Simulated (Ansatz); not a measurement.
Ag:

```
Ag
1.0
     2.93000    0.00000    0.00000
    -1.46500    2.53745    0.00000
     0.00000    0.00000    4.79000
Ag
2
Direct
  0.66667 0.33333 0.75000
  0.33333 0.66667 0.25000
```

This isn't the form of Ag at room conditions, which is fcc.

Base run:

* Program: Ansatz 0.2.0
* Functional: PBEsol
* Potentials or basis: all-electron LAPW, non-relativistic
* Cutoff: 233 eV
* Density cutoff: 931 eV
* Basis error allowed: 0.001 eV/atom
* k mesh: 10 × 10 × 6
* Occupations: fermi-dirac, width 0.05 eV
* Spin: no spin polarisation

Its results: pressure 0.6 GPa.

Q: The run is repeated on the same cell with these changes: potentials or basis from all-electron LAPW, non-relativistic to all-electron LAPW, inner shells corrected to Dirac's equation. What comes out?

A: Pressure -6.1 GPa.

Caveats: relativity is left out, which matters for the heavier elements (some runs).

Not every run made on this cell is shown here.
